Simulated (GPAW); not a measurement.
# Cu (Fm-3m) in GPAW: further runs

Aim: see how the results for Cu move with the level of theory and the settings. Levels: BLYP+D3(BJ), LDA, PBE. Tasks: equation of state, band structure.

Everything below comes from runs of GPAW 26.7.0. Logs are shortened: lines on timing, memory, paths and dates and some standing lists are left out, and cuts for length are marked. The log counts tension as positive stress, the text compression.

**1. The crystal as given**

It takes space group Fm-3m (No. 225, cubic). The conventional cell has a = 3.615 Å, b = 3.615 Å, c = 3.615 Å, α = 90.00°, β = 90.00°, γ = 90.00°. Cu (site symmetry m-3m) has 12 Cu at 2.56 Å as nearest neighbours.

**2. Equation of state, BLYP+D3(BJ)**

Contents of run.py:

```python
from ase.calculators.mixing import SumCalculator
from ase.eos import EquationOfState
from ase.io import Trajectory
from ase.spacegroup import crystal
from ase.units import GPa
from dftd3.ase import DFTD3
from gpaw import GPAW, PW, setup_paths

setup_paths.insert(0, '.')

# Cu 4a
atoms = crystal(['Cu'],
                basis=[[0.0, 0.0, 0.0]],
                spacegroup=225, setting=1,  # Fm-3m
                cellpar=[3.615, 3.615, 3.615, 90.0, 90.0, 90.0],
                primitive_cell=True)

traj = Trajectory('eos.traj', 'w')
volumes, energies = [], []
for x in [0.94, 0.96, 0.98, 1.0, 1.02, 1.04, 1.06]:
    a = atoms.copy()
    a.set_cell(atoms.cell * x**(1 / 3), scale_atoms=True)
    calc = GPAW(mode=PW(600),
                xc='BLYP',
                kpts={'size': (13, 13, 13), 'gamma': True},
                occupations={'name': 'fermi-dirac', 'width': 0.05},
                nbands=14,
                convergence={'density': 1e-05, 'energy': 1e-05},
                eigensolver='davidson',
                maxiter=150,
                txt=f'eos-{x:.2f}.txt')
    a.calc = SumCalculator([calc, DFTD3(method='blyp', damping='d3bj')])
    energies.append(a.get_potential_energy())
    volumes.append(a.get_volume())
    p = -a.get_stress()[:3].mean() / GPa
    calc.write(f'eos-{x:.2f}.gpw')
    traj.write(a)
    print(f'{x:.2f} {volumes[-1]:10.4f} A^3 {energies[-1]:14.6f} eV {p:9.3f} GPa', flush=True)

v0, e0, B = EquationOfState(volumes, energies, eos='birchmurnaghan').fit()
print(f'V0 = {v0:.4f} A^3, E0 = {e0:.6f} eV, B0 = {B / GPa:.2f} GPa')
```

Potentials or basis: PAW data sets generated in the run's folder for this functional, pw.

Run with:

```console
gpaw-setup -f BLYP Cu
OMP_NUM_THREADS=1 python run.py
```

Log:

```text
__  _  _
 | _ |_)|_||  |
 |__||  | ||/\| - 26.7.0

Input parameters:
  mode=PW(ecut=600.0),
  convergence={'density': 1e-05, 'energy': 1e-05},
  eigensolver=Davidson(niter=2),
  kpts=MonkhorstPack(size=(13, 13, 13), gamma=True),
  maxiter=150,
  nbands=14,
  occupations=Occupations(name='fermi-dirac', width=0.05),
  xc=XC(name='BLYP')

Diagonalizing LCAO Hamiltonian
Converting LCAO to pw mode

       Cu

Atoms  # Å, Bohr magnetons
|   | symbol |        x |        y |        z |    initial magnetic moments |
|---|--------|----------|----------|----------|-----------------------------|
| 0 |     Cu | 0.000000 | 0.000000 | 0.000000 | ( 0.0000,  0.0000,  0.0000) |

Unit cell  # Å
| periodic |        x |        y |        z |  lengths |    angles |
|----------|----------|----------|----------|----------|-----------|
|      yes | 0.000000 | 1.770602 | 1.770602 | 2.504009 | 60.000000 |
|      yes | 1.770602 | 0.000000 | 1.770602 | 2.504009 | 60.000000 |
|      yes | 1.770602 | 1.770602 | 0.000000 | 2.504009 | 60.000000 |

Number of symmetries: 48
Symmetry operations  # r_c * U_cc + t_c -> r_c
|    | kind |            matrix            |
|----|------|------------------------------|
|  0 |  σ   |  1, 0, 0,  1, 0,-1,  1,-1, 0 |
|  1 |  C2  |  1, 0, 0,  1,-1, 0,  1, 0,-1 |
|  2 |  E   |  1, 0, 0,  0, 1, 0,  0, 0, 1 |
|  3 |  σ   |  1, 0, 0,  0, 0, 1,  0, 1, 0 |
|  4 |  C4  |  1, 0,-1,  1, 0, 0,  1,-1, 0 |
|  5 |  S6  |  1, 0,-1,  1,-1, 0,  1, 0, 0 |
|  6 |  σ   |  1, 0,-1,  0, 1,-1,  0, 0,-1 |
|  7 |  C3  |  1, 0,-1,  0, 0,-1,  0, 1,-1 |
|  8 |  S6  |  1,-1, 0,  1, 0, 0,  1, 0,-1 |
|  9 |  C4  |  1,-1, 0,  1, 0,-1,  1, 0, 0 |
| 10 |  C3  |  1,-1, 0,  0,-1, 1,  0,-1, 0 |
| 11 |  σ   |  1,-1, 0,  0,-1, 0,  0,-1, 1 |
| 12 |  σ   |  0, 1, 0,  1, 0, 0,  0, 0, 1 |
| 13 |  C4  |  0, 1, 0,  0, 1,-1, -1, 1, 0 |
| 14 |  C3  |  0, 1, 0,  0, 0, 1,  1, 0, 0 |
| 15 |  S6  |  0, 1, 0, -1, 1, 0,  0, 1,-1 |
| 16 |  C2  |  0, 1,-1,  1, 0,-1,  0, 0,-1 |
| 17 |  σ   |  0, 1,-1,  0, 1, 0, -1, 1, 0 |
| 18 |  S4  |  0, 1,-1,  0, 0,-1,  1, 0,-1 |
| 19 |  C4  |  0, 1,-1, -1, 1, 0,  0, 1, 0 |
| 20 |  C3  |  0, 0, 1,  1, 0, 0,  0, 1, 0 |
| 21 |  σ   |  0, 0, 1,  0, 1, 0,  1, 0, 0 |
| 22 |  S6  |  0, 0, 1,  0,-1, 1, -1, 0, 1 |
| 23 |  C4  |  0, 0, 1, -1, 0, 1,  0,-1, 1 |
| 24 |  S4  |  0, 0,-1,  1, 0,-1,  0, 1,-1 |
| 25 |  C3  |  0, 0,-1,  0, 1,-1,  1, 0,-1 |
| 26 |  C2  |  0, 0,-1,  0,-1, 0, -1, 0, 0 |
| 27 |  S6  |  0, 0,-1, -1, 0, 0,  0,-1, 0 |
| 28 |  S4  |  0,-1, 1,  1,-1, 0,  0,-1, 0 |
| 29 |  C4  |  0,-1, 1,  0, 0, 1, -1, 0, 1 |
| 30 |  C2  |  0,-1, 1,  0,-1, 0,  1,-1, 0 |
| 31 |  σ   |  0,-1, 1, -1, 0, 1,  0, 0, 1 |
| 32 |  C3  |  0,-1, 0,  1,-1, 0,  0,-1, 1 |
| 33 |  S6  |  0,-1, 0,  0, 0,-1, -1, 0, 0 |
| 34 |  S4  |  0,-1, 0,  0,-1, 1,  1,-1, 0 |
| 35 |  C2  |  0,-1, 0, -1, 0, 0,  0, 0,-1 |
| 36 |  C2  | -1, 1, 0,  0, 1, 0,  0, 1,-1 |
| 37 |  S6  | -1, 1, 0,  0, 1,-1,  0, 1, 0 |
| 38 |  S4  | -1, 1, 0, -1, 0, 1, -1, 0, 0 |
| 39 |  C3  | -1, 1, 0, -1, 0, 0, -1, 0, 1 |
| 40 |  S6  | -1, 0, 1,  0, 0, 1,  0,-1, 1 |
| 41 |  C2  | -1, 0, 1,  0,-1, 1,  0, 0, 1 |
| 42 |  C3  | -1, 0, 1, -1, 1, 0, -1, 0, 0 |
| 43 |  S4  | -1, 0, 1, -1, 0, 0, -1, 1, 0 |
| 44 |  C2  | -1, 0, 0,  0, 0,-1,  0,-1, 0 |
| 45 |  i   | -1, 0, 0,  0,-1, 0,  0, 0,-1 |
| 46 |  σ   | -1, 0, 0, -1, 1, 0, -1, 0, 1 |
| 47 |  C2  | -1, 0, 0, -1, 0, 1, -1, 1, 0 |

BZ-sampling:
  Number of BZ points: 2197
  Number of IBZ points: 84

  Monkhorst-Pack size: [13, 13, 13]
  Monkhorst-Pack shift: [0, 0, 0]

K-points  # in reciprocal-cell coordinates
|     |                                coordinates |     weight |
|-----|--------------------------------------------|------------|
|   0 | (  0.00000000,   0.00000000,   0.00000000) | 0.00045517 |
|   1 | (  0.07692308,   0.07692308,   0.00000000) | 0.00273100 |
|   2 | (  0.07692308,   0.07692308,   0.07692308) | 0.00364133 |
|   3 | (  0.15384615,   0.07692308,   0.07692308) | 0.00546199 |
|   4 | (  0.15384615,   0.15384615,   0.00000000) | 0.00273100 |
|   5 | (  0.15384615,   0.15384615,   0.07692308) | 0.01092399 |
|   6 | (  0.15384615,   0.15384615,   0.15384615) | 0.00364133 |
|   7 | (  0.23076923,   0.15384615,   0.07692308) | 0.01092399 |
|   8 | (  0.23076923,   0.15384615,   0.15384615) | 0.01092399 |
|   9 | (  0.23076923,   0.23076923,   0.00000000) | 0.00273100 |
| ... |                                            |            |
|  83 | (  0.46153846,   0.46153846,   0.46153846) | 0.00364133 |

Plane wave coefficients: 381
Cutoff: 600.0 eV

Spin-components: 1 (collinear spins)
Bands:           14
Projectors:      6
Spin-degeneracy: 2
Datatype:        complex128

Parallelization:
  kpt:    1
  domain: 1
  band:   1

Density:
  Valence electrons: 11.0
  Components: 1
  Grid points: [15 15 15]
  Charge: 0.0  # |e|

Potential:
  Grid points: [15 15 15]

species:
  Cu:
    name:    Copper
    Z:       29.0
    valence: 11
    core:    18
    charge:  0.0  # [|e|]
    compensation charges:
      type: gauss
      rc: 0.33  # [Å]
      lmax: 2
    cutoffs:
      filter: 2.06  # [Å]
      core: 2.43  # [Å]
    projectors
    | kind |    occ | energy [eV] | rcut [Å] |
    |------|--------|-------------|----------|
    |   4s |  1.000 |      -4.650 |    1.164 |
    |   4p |  0.000 |      -0.723 |    1.164 |
    |   3d | 10.000 |      -5.009 |    1.058 |
    |    s |        |      22.562 |    1.164 |
    |    p |        |      26.488 |    1.164 |
    |    d |        |      22.203 |    1.058 |

    Using partial waves for Cu as LCAO basis

Reference energy: -45031.247701  # eV

eigensolver:
  Davidson
  Converge bands: occupied
  niter=2

density mixing:
  MSR1-Mixer
  Pratt-step length: 0.05
  Maximum mixing coefficient: 0.75
  Old densities: 10
  SVD Regularization: 0.005
  Good broyden scale: 1.0
  Trust region scale: 1.0
  Backstep threshold: 4.0
  History deletion threshold: 6.0
  Fourier metric: weight=20.0, sigma=0.015

occupation numbers:
  Fermi-Dirac:
    width: 0.0500  # eV

poisson solver:
  ecut: 4800.0  # eV

xc functional:
  name: BLYP with 2 nearest neighbor stencil

convergence criteria:
- Maximum integral of absolute [dens]ity change: 1e-05 electrons / valence electron
- Maximum [total energy] change in last 3 cyles: 1e-05 eV / valence electron
- Maximum integral of absolute [eigenst]ate change: 4e-08 eV^2 / valence electron
maximum number of iterations: 150

SCF iterations
|iter     | |      energy | eigst |  dens |
|---------|-|-------------|-------|-------|
|iter:   1| |   -3.610274 | -0.42 |       |
|iter:   2| |   -3.326335 | -2.45 | -0.95 |
|iter:   3| |   -2.849798 | -1.71 | -1.05 |
|iter:   4| |   -2.835678 | -4.26 | -1.90 |
|iter:   5| |   -2.825922 | -3.72 | -2.00 |
|iter:   6| |   -2.825908 | -4.81 | -3.35 |
|iter:   7| |   -2.825910c| -5.63 | -3.59 |
|iter:   8| |   -2.825908c| -6.85 | -3.80 |
|iter:   9| |   -2.825908c| -8.10c| -5.40c|

Converged in 9 steps
Energy contributions relative to reference atoms: (reference = -45031.247701)

Energy contributions:
  Kinetic:          -2.514607
  Coulomb:           1.211695
  Zero:             -0.017285
  External:          0.000000
  Xc:               -1.504441
  Entropy:          -0.002539
  Spinorbit:         0.000000
  ----------------------------
  Free energy:      -2.827177
  Extrapolated:     -2.825908

dipole moment: (-7.739770, -7.739770, -7.739770)  # |e|*Ang

Fermi level: 9.583
Eigenvalues  # (at kpt = [0.000, 0.000, 0.000])
| band index |      eig [eV] | occ [0-2] |
|------------|---------------|-----------|
|          0 |        -0.417 |     2.000 |
|          1 |         6.053 |     2.000 |
|          2 |         6.053 |     2.000 |
|          3 |         6.053 |     2.000 |
|          4 |         6.953 |     2.000 |
|          5 |         6.953 |     2.000 |
|          6 |        33.470 |     0.000 |
|          7 |        35.847 |     0.000 |
|          8 |        35.847 |     0.000 |
|          9 |        35.847 |     0.000 |
|         10 |        38.163 |     0.000 |
|         11 |        38.163 |     0.000 |
|         12 |        38.163 |     0.000 |
|         13 |        42.553 |     0.000 |

No gap
No difference between direct/indirect transitions

Stress tensor  # eV/Ang^3
|         x |         y |         z |
|-----------|-----------|-----------|
| -0.136935 |  0.000000 |  0.000000 |
|  0.000000 | -0.136935 | -0.000000 |
|  0.000000 | -0.000000 | -0.136935 |

# Writing to eos-0.94.gpw (mode='')
```

It took 62 s on 1 thread of Arm Neoverse V1, shared host; peak memory 0.17 GiB.

What came out:

```yaml
Equilibrium_volume: 11.16 Å³/atom
Bulk_modulus: 174 GPa
Pressure_derivative_of_the_bulk_modulus: 5.3
```

Energy against volume, from the lowest point:
| volume (Å³/atom) | energy (meV/atom) |
| --- | --- |
| 11.102 | 0.00 |
| 11.338 | 1.21 |
| 11.574 | 7.36 |
| 11.810 | 17.82 |
| 12.047 | 32.04 |
| 12.283 | 49.55 |
| 12.519 | 69.95 |

Caveat: with this Cu data set, volumes or pressures lay over 1.5 % or 2 GPa off other programs in two to four cells of ten.

**3. Band structure, LDA**

Contents of run.py:

```python
from ase.dft.bandgap import bandgap
from ase.io import read, write
from ase.units import GPa
from gpaw import GPAW, PW

atoms = read('Cu.cif')

calc = GPAW(mode=PW(600),
            xc='LDA',
            kpts={'size': (13, 13, 13), 'gamma': True},
            occupations={'name': 'fermi-dirac', 'width': 0.05},
            nbands=14,
            convergence={'density': 1e-05, 'energy': 1e-05},
            maxiter=150,
            txt='gpaw.txt')
atoms.calc = calc
energy = atoms.get_potential_energy()
forces = atoms.get_forces()
stress = atoms.get_stress()
calc.write('gs.gpw')
write('result.traj', atoms)
print(f'Energy: {energy:.6f} eV')
print('Forces (eV/A):')
print(forces.round(4))
print('Stress (GPa):', (stress / GPa).round(3))
print('Fermi level:', round(calc.get_fermi_level(), 4), 'eV')
print(f'Gap: {bandgap(calc)[0]:.4f} eV, direct: {bandgap(calc, direct=True)[0]:.4f} eV')

path = atoms.cell.bandpath('GXWKGLUWLK,UX', npoints=60, eps=1e-4)
bs_calc = calc.fixed_density(kpts=path, symmetry='off', nbands=21,
                             convergence={'bands': 'CBM+6.0', 'eigenstates': 1e-6}, txt='bands.txt')
bs = bs_calc.band_structure()
bs.write('bs.json')
print(f'Gap on the path: {bandgap(bs_calc)[0]:.4f} eV')
```

Contents of Cu.cif:

```cif
data_Cu
_cell_length_a 2.55619101
_cell_length_b 2.55619101
_cell_length_c 2.55619101
_cell_angle_alpha 60.00000000
_cell_angle_beta 60.00000000
_cell_angle_gamma 60.00000000
_space_group_name_H-M_alt 'P1'
_space_group_name_Hall 'P 1'
_space_group_IT_number 1
loop_
_space_group_symop_operation_xyz
'x,y,z'
loop_
_atom_site_label
_atom_site_type_symbol
_atom_site_symmetry_multiplicity
_atom_site_Wyckoff_symbol
_atom_site_fract_x
_atom_site_fract_y
_atom_site_fract_z
_atom_site_occupancy
Cu1 Cu 1 a 0.0000000000 0.0000000000 0.0000000000 1
```

Potentials or basis: the program's PAW data sets (release 1.2.1) made for this functional, pw.

Run with:

```console
OMP_NUM_THREADS=1 python run.py
```

Wall time 15 s (1 thread of Arm Neoverse V1, shared host); peak memory 0.15 GiB.

Results (log left out):

- Free energy: -4.6400 eV
- Pressure: -11.5 GPa
- Band gap along the path: none (metal or under the smearing width)

Levels at the corners of the path, in eV from the Fermi level:
| point | band 1 | band 2 | band 3 | band 4 | band 5 | band 6 | band 7 |
| --- | --- | --- | --- | --- | --- | --- | --- |
| Γ | -9.55 | -3.23 | -3.23 | -3.23 | -2.39 | -2.39 | 23.19 |
| X | -5.07 | -4.62 | -1.84 | -1.68 | -1.68 | 1.31 | 6.93 |
| W | -4.33 | -3.73 | -3.73 | -2.43 | -1.68 | 6.02 | 6.02 |
| K | -4.49 | -4.26 | -2.96 | -2.26 | -1.88 | 4.15 | 5.56 |
| Γ | -9.55 | -3.23 | -3.23 | -3.23 | -2.39 | -2.39 | 23.19 |
| L | -5.29 | -3.26 | -3.26 | -1.82 | -1.82 | -1.17 | 3.55 |
| U | -4.49 | -4.26 | -2.96 | -2.26 | -1.88 | 4.15 | 5.56 |
| W | -4.33 | -3.73 | -3.73 | -2.43 | -1.68 | 6.02 | 6.02 |
| L | -5.29 | -3.26 | -3.26 | -1.82 | -1.82 | -1.17 | 3.55 |
| K | -4.49 | -4.26 | -2.96 | -2.26 | -1.88 | 4.15 | 5.56 |
| U | -4.49 | -4.26 | -2.96 | -2.26 | -1.88 | 4.15 | 5.56 |
| X | -5.07 | -4.62 | -1.84 | -1.68 | -1.68 | 1.31 | 6.93 |

Caveat: with this Cu data set, volumes or pressures lay over 1.5 % or 2 GPa off other programs in two to four cells of ten.

**4. Band structure, PBE**

run.py: that of step 3 with these lines changed.

```diff
@@ -3,11 +3,14 @@
 from ase.units import GPa
-from gpaw import GPAW, PW
+from gpaw import GPAW, PW, setup_paths
 
-atoms = read('Cu.cif')
+setup_paths.insert(0, '.')
+
+atoms = read('Cu.xyz')
 
 calc = GPAW(mode=PW(600),
-            xc='LDA',
+            xc='PBE',
             kpts={'size': (13, 13, 13), 'gamma': True},
             occupations={'name': 'fermi-dirac', 'width': 0.05},
-            nbands=14,
+            setups={'Cu': 'jth'},
+            nbands=-9,
             convergence={'density': 1e-05, 'energy': 1e-05},
@@ -29,3 +32,3 @@
 path = atoms.cell.bandpath('GXWKGLUWLK,UX', npoints=60, eps=1e-4)
-bs_calc = calc.fixed_density(kpts=path, symmetry='off', nbands=21,
+bs_calc = calc.fixed_density(kpts=path, symmetry='off', nbands=-16,
                              convergence={'bands': 'CBM+6.0', 'eigenstates': 1e-6}, txt='bands.txt')
```

Contents of Cu.xyz:

```xyz
1
Lattice="0.0000000000 1.8075000000 1.8075000000 1.8075000000 0.0000000000 1.8075000000 1.8075000000 1.8075000000 0.0000000000" Properties=species:S:1:pos:R:3 pbc="T T T"
Cu     0.0000000000      0.0000000000      0.0000000000
```

Potentials or basis: JTH PAW 2.0, PBE, pw.

Run with:

```console
OMP_NUM_THREADS=1 python run.py
```

gpaw.txt:

```text
__  _  _
 | _ |_)|_||  |
 |__||  | ||/\| - 26.7.0

Input parameters:
  mode=PW(ecut=600.0),
  convergence={'density': 1e-05, 'energy': 1e-05},
  kpts=MonkhorstPack(size=(13, 13, 13), gamma=True),
  maxiter=150,
  nbands=-9,
  occupations=Occupations(name='fermi-dirac', width=0.05),
  setups={'Cu': 'jth'},
  xc=XC(name='PBE')

Diagonalizing LCAO Hamiltonian
Converting LCAO to pw mode

       Cu

Atoms  # Å, Bohr magnetons
|   | symbol |        x |        y |        z |    initial magnetic moments |
|---|--------|----------|----------|----------|-----------------------------|
| 0 |     Cu | 0.000000 | 0.000000 | 0.000000 | ( 0.0000,  0.0000,  0.0000) |

Unit cell  # Å
| periodic |        x |        y |        z |  lengths |    angles |
|----------|----------|----------|----------|----------|-----------|
|      yes | 0.000000 | 1.807500 | 1.807500 | 2.556191 | 60.000000 |
|      yes | 1.807500 | 0.000000 | 1.807500 | 2.556191 | 60.000000 |
|      yes | 1.807500 | 1.807500 | 0.000000 | 2.556191 | 60.000000 |

[... 170 lines left out ...]
|iter:   8| |   -3.721360c| -7.90c| -4.86 |
|iter:   9| |   -3.721360c| -8.32c| -5.31c|

Converged in 9 steps
Energy contributions relative to reference atoms: (reference = -45030.739776)

Energy contributions:
  Kinetic:           3.672456
  Coulomb:          -5.842963
  Zero:              0.035095
  External:          0.000000
  Xc:               -1.584586
  Entropy:          -0.002724
  Spinorbit:         0.000000
  ----------------------------
  Free energy:      -3.722722
  Extrapolated:     -3.721360

dipole moment: (-11.472335, -11.472335, -11.472335)  # |e|*Ang

Fermi level: 7.430
Eigenvalues  # (at kpt = [0.000, 0.000, 0.000])
| band index |      eig [eV] | occ [0-2] |
|------------|---------------|-----------|
|          0 |      -105.356 |     2.000 |
|        ... |               |           |
|          2 |       -62.665 |     2.000 |
|          3 |       -62.665 |     2.000 |
|          4 |        -2.135 |     2.000 |
|          5 |         4.257 |     2.000 |
|          6 |         4.257 |     2.000 |
|          7 |         4.257 |     2.000 |
[... 8 lines left out ...]
|         16 |        34.913 |     0.000 |
|         17 |        38.739 |     0.000 |

No gap
No difference between direct/indirect transitions

Forces  # eV/Ang
|       x |       y |       z |
|---------|---------|---------|
| 0.00000 | 0.00000 | 0.00000 |  # Cu   0

Stress tensor  # eV/Ang^3
|         x |         y |         z |
|-----------|-----------|-----------|
|  0.001858 | -0.000000 |  0.000000 |
| -0.000000 |  0.001858 | -0.000000 |
|  0.000000 | -0.000000 |  0.001858 |

# Writing to gs.gpw (mode='')
```

It took 18 s on 1 thread of Arm Neoverse V1, shared host; peak memory 0.16 GiB.

Results:

```yaml
Free_energy: -3.7227 eV
Pressure: -0.3 GPa
Band_gap_along_the_path: none (metal or under the smearing width)
```

Levels at the corners of the path, in eV from the Fermi level:
```tsv
point	band 5	band 6	band 7	band 8	band 9	band 10	band 11
Γ	-9.57	-3.17	-3.17	-3.17	-2.35	-2.35	22.65
X	-5.04	-4.58	-1.79	-1.63	-1.63	1.26	6.94
W	-4.30	-3.69	-3.69	-2.39	-1.63	6.00	6.00
K	-4.46	-4.23	-2.92	-2.21	-1.82	4.12	5.54
Γ	-9.57	-3.17	-3.17	-3.17	-2.35	-2.35	22.65
L	-5.25	-3.21	-3.21	-1.77	-1.77	-1.24	3.59
U	-4.46	-4.23	-2.92	-2.21	-1.82	4.12	5.54
W	-4.30	-3.69	-3.69	-2.39	-1.63	6.00	6.00
L	-5.25	-3.21	-3.21	-1.77	-1.77	-1.24	3.59
K	-4.46	-4.23	-2.92	-2.21	-1.82	4.12	5.54
U	-4.46	-4.23	-2.92	-2.21	-1.82	4.12	5.54
X	-5.04	-4.58	-1.79	-1.63	-1.63	1.26	6.94
```

Caveat: the program truncates these outside data sets.

**5. Summary**

| task | level | potentials or basis | eigensolver | band path | band points | data set | pressure (GPa) |
| --- | --- | --- | --- | --- | --- | --- | --- |
| equation of state | BLYP+D3(BJ) | PAW data sets generated in the run's folder for this functional, pw | davidson | - | - | - | - |
| band structure | LDA | the program's PAW data sets (release 1.2.1) made for this functional, pw | - | GXWKGLUWLK,UX | 60 | - | -11.5 |
| band structure | PBE | JTH PAW 2.0, PBE, pw | - | GXWKGLUWLK,UX | 60 | Cu jth | -0.3 |

Alike in all rows: no spin polarisation; cell as given; k mesh 13 × 13 × 13; cutoff (eV) 600; smearing fermi-dirac 0.05 eV.

Caveats: with this Cu data set, volumes or pressures lay over 1.5 % or 2 GPa off other programs in two to four cells of ten (some runs); the program truncates these outside data sets (some runs).

Total energies depend on the potentials used, so only differences within one code and one set of settings carry meaning.
